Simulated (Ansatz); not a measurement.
## As in Ansatz: the effect of target pressure

The system is As.

```
As
1.0
     1.88080    1.08588    3.51406
    -1.88080    1.08588    3.51406
     0.00000   -2.17176    3.51406
As
2
Direct
  0.22600 0.22600 0.22600
  0.77400 0.77400 0.77400
```

Alike in all runs:

```yaml
Program: Ansatz 0.2.0
Task: relaxation of cell and atoms
Functional: PBE
Potentials_or_basis: Ansatz PAW
Cutoff: "420 eV (not typed: the program's choice for these potentials)"
k_mesh: 9 × 9 × 9
Occupations: fermi-dirac, width 0.05 eV
Spin: no spin polarisation
```

Each run relaxes the cell or the atoms first.

```csv
target pressure,relaxed volume (Å³/atom)
0 GPa,22.63
2 GPa,21.45
5 GPa,20.38
10 GPa,?
20 GPa,17.45
30 GPa,16.28
```

What does the run with target pressure 10 GPa give?

Relaxed volume 19.10 Å³/atom.

Worked out: A parabola through the other rows of the relaxed volume, of slope -0.254 Å³/atom per GPa there, gives 19.23 Å³/atom, against the run's 19.10.

Caveats: the plane-wave basis is chosen anew once the cell has moved, so the energies of steps on either side of that aren't comparable; the volume moved by over 15 % at a fixed basis, so the end points are rough (some runs).
